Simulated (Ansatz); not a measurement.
# PtS2: the cost of one run

Method: DFT, plane waves, PAW, no spin polarisation, in Ansatz 0.2.0.

## (1) The structure to begin with

The cell holds 24 atoms (Pt8S16): a = 8.417 Å, b = 8.417 Å, c = 8.417 Å, α = 60.00°, β = 60.00°, γ = 60.00°.

The coordinates stand in the first input below.

## (2) Run 1: PBEsol

Input file input.yaml:

```yaml
crystal:
  lattice:
    - [0.0, 5.9515870978, 5.9515870978]
    - [5.9515870978, 0.0, 5.9515870978]
    - [5.9515870978, 5.9515870978, 0.0]
  atoms:
    - { symbol: Pt, position: [0.0, 0.0, 0.0] }
    - { symbol: S, position: [0.125, 0.125, 0.125] }
    - { symbol: S, position: [0.375, 0.375, 0.375] }
    - { symbol: Pt, position: [0.0, 0.0, 0.5] }
    - { symbol: S, position: [0.125, 0.125, 0.625] }
    - { symbol: S, position: [0.375, 0.375, 0.875] }
    - { symbol: Pt, position: [0.0, 0.5, 0.0] }
    - { symbol: S, position: [0.125, 0.625, 0.125] }
    - { symbol: S, position: [0.375, 0.875, 0.375] }
    - { symbol: Pt, position: [0.0, 0.5, 0.5] }
    - { symbol: S, position: [0.125, 0.625, 0.625] }
    - { symbol: S, position: [0.375, 0.875, 0.875] }
    - { symbol: Pt, position: [0.5, 0.0, 0.0] }
    - { symbol: S, position: [0.625, 0.125, 0.125] }
    - { symbol: S, position: [0.875, 0.375, 0.375] }
    - { symbol: Pt, position: [0.5, 0.0, 0.5] }
    - { symbol: S, position: [0.625, 0.125, 0.625] }
    - { symbol: S, position: [0.875, 0.375, 0.875] }
    - { symbol: Pt, position: [0.5, 0.5, 0.0] }
    - { symbol: S, position: [0.625, 0.625, 0.125] }
    - { symbol: S, position: [0.875, 0.875, 0.375] }
    - { symbol: Pt, position: [0.5, 0.5, 0.5] }
    - { symbol: S, position: [0.625, 0.625, 0.625] }
    - { symbol: S, position: [0.875, 0.875, 0.875] }
kpoints:
  mp_grid: { grid: [2, 2, 2] }
hamiltonian:
  xc: pbesol
scf:
  occupations: { method: fermi_dirac, width: 0.026 }
md:
  ensemble: npt_langevin
  temperature: 300
  timestep: 3.0
  n_steps: 40
  initial_velocities: maxwell_boltzmann
  seed: 1806
```

Command:

```console
ansatz run input.yaml --threads 4 --pin off --max-ram 3686MiB --backend cpu --events-out ev --progress --plain --runs-dir out
```

**Question.** How long does this run take on 4 threads of Arm Neoverse V2, shared host, and how much memory does it need?

About 4.8 min, with a peak of 2 GiB.
